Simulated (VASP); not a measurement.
A run of VASP 6.6.1:

Contents of INCAR:

```
PREC = Accurate ; ENCUT = 520
EDIFF = 1E-7 ; ISMEAR = 0
SIGMA = 0.05 ; LREAL = False
LASPH = True ; NELM = 80
ALGO = Fast ; ISIF = 2
LWAVE = False ; LCHARG = False
GGA = PE ; NBANDS = 10
```

The input KPOINTS:

```
regular mesh
0
Gamma
  12 12 12
```

POSCAR

```
K
1.0
    0.0000000000      3.3313151716      3.3313151716
    3.3313151716      0.0000000000      3.3313151716
    3.3313151716      3.3313151716      0.0000000000
K
1
Direct
    0.0000000000      0.0000000000      0.0000000000
```

Potentials or basis: VASP PAW PBE potentials, release 64 (K_sv).

Run with:

```bash
$ cat potpaw_PBE.64/K_sv/POTCAR > POTCAR
$ mpirun -np 1 vasp_std > vasp.out
```

Hardware: 1 thread of Intel(R) Xeon(R) Platinum 8488C (Sapphire Rapids), with other jobs on the host.

Question: How long does it take, and how much memory?

Answer: Run time: 36 s on 1 thread of Intel(R) Xeon(R) Platinum 8488C (Sapphire Rapids), with other jobs on the host, peak memory 0.22 GiB. Counts: scf iterations 17, k points 72.
